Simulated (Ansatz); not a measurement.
The system is Rh.

```
Rh
1.0
     0.00000    1.89785    1.89785
     1.89785    0.00000    1.89785
     1.89785    1.89785    0.00000
Rh
1
Cartesian
  0.0000 0.0000 0.0000
```

Base run:

```yaml
Program: Ansatz 0.2.0
Functional: LDA
Potentials_or_basis: Ansatz PAW
Cutoff: "420 eV (not typed: the program's choice for these potentials)"
k_mesh: 12 × 12 × 12
Occupations: fermi-dirac, width 0.05 eV
Spin: no spin polarisation
```

Its results: band gap on the k mesh none (metal or under the smearing width); pressure -9.9 GPa.

Task: The run is repeated on the same cell with these changes: functional from LDA to PBE. What comes out?

Result: Band gap on the k mesh none (metal or under the smearing width); pressure 7.3 GPa.

PBE binds less tightly than LDA, so the same cell stands under more pressure.

Caveats: the PAW data sets come from PBE, with cores solved anew for the run's functional, which leaves a small shift of forces and pressure (some runs).
